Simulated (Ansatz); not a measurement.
## Ti3Al: single point with PBEsol

Ti3Al:

```
Ti Al
1.0
     2.92754    0.00000    0.00000
    -1.46377    2.53533    0.00000
     0.00000    0.00000    9.22636
Ti Al
3 1
Cartesian
  0.0000 1.6902 2.3011
  0.0000 1.6902 6.9253
  1.4638 0.8451 0.0000
  1.4638 0.8451 4.6132
```

The cell comes from a database or a generator and needn't be the stable form of this composition.

- Program: Ansatz 0.2.0
- Task: single point
- Functional: PBEsol
- Potentials or basis: Ansatz PAW
- Cutoff: 420 eV (not typed: the program's choice for these potentials)
- k mesh: 10 × 10 × 3
- Occupations: fermi-dirac, width 0.05 eV
- Spin: no spin polarisation

| Item | Value |
| --- | --- |
| Pressure | -3.4 GPa |
| Largest force | 0.080 eV/Å |
| Band gap on the k mesh | none (metal or under the smearing width) |

Forces on the atoms (eV/Å):
```
Ti   0.000  0.000 -0.080
Ti   0.000  0.000  0.080
Ti   0.000  0.000  0.000
Al   0.000  0.000  0.000
```

Stress tensor (GPa, compression positive):
```
-3.48  0.00  0.00
 0.00 -3.48  0.00
 0.00  0.00 -3.34
```

Levels at points of the mesh, in eV from the Fermi level:
```tsv
k point	band 17	band 18	band 19	band 20	band 21	band 22	band 23	band 24
(0.00, 0.00, 0.00)	-0.76	0.47	0.73	0.82	0.82	0.91	0.91	1.22
(0.00, -0.50, 0.00)	-1.46	-1.22	-0.65	-0.40	0.89	0.99	1.12	1.73
```

Run time: 3.4 s on 2 threads of Arm Neoverse V1 (shared host), peak memory 0.32 GiB.

Caveat: the PAW data sets come from PBE, with cores solved anew for the run's functional, which leaves a small shift of forces and pressure.
